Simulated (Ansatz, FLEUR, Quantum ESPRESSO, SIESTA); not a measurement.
# Fitting the LDA energy curve of SnTe

It takes space group Fm-3m (No. 225, cubic). The conventional cell has a = 6.302 Å, b = 6.302 Å, c = 6.302 Å, α = 90.00°, β = 90.00°, γ = 90.00°. Te (site symmetry m-3m) is surrounded by 6 Sn at 3.15 Å. Around Sn (site symmetry m-3m) lie 6 Te at 3.15 Å.

The cell was scaled at fixed shape and fractions and run with SIESTA, files PseudoDojo sr-lda-0.4.1-standard, DZP (energy shift 0.003 Ry; two zetas on semicore shells); LDA, k mesh 7 × 7 × 7 on the cell of 2 atoms, fermi-dirac occupations of 0.05 eV, no spin polarisation, no spin-orbit coupling. Energies are those that the program minimises, any entropy of the smearing included.

| V (Å³/atom) | energy over the lowest row (meV/atom) |
| --- | --- |
| 29.4043 | 9.66 |
| 30.0299 | 2.46 |
| 30.6556 | 0.00 |
| 31.2812 | 1.71 |
| 31.9068 | 7.12 |
| 32.5324 | ? |
| 33.1581 | 27.23 |

**Question.** Fit the third-order Birch-Murnaghan form, give V0, B0 and B′, and predict the energy left open.

**Answer.** With y = (V0/V)^(2/3), E = E0 + (9 V0 B0/16) [(y - 1)³ B′ + (y - 1)² (6 - 4y)]. Least squares through the rows shown give V0 = 30.6979 Å³/atom, E0 = -0.01 meV, B0 = 51.98 GPa (1 eV/Å³ = 160.218 GPa) and B′ = 5.24, with a largest miss of 0.01 meV. At V = 32.5324 the form with these constants gives 15.75 meV; the run gave 15.77 meV an atom. Other set-ups at this level, from all their volumes (Å³/atom, GPa): FLEUR, all-electron, FLAPW: V0 30.245, B0 50.22; Ansatz, all-electron LAPW, scalar-relativistic: V0 30.255, B0 50.19; Quantum ESPRESSO, PseudoDojo 0.4.1 SR LDA standard: V0 30.268, B0 50.28; Quantum ESPRESSO, GBRV 1.5 LDA: V0 30.173, B0 50.7. Measured volume: 31.45 Å³/atom at 300 K (a printed reference work), so the fit lies -2.4 % from it. The runs are for a static lattice.
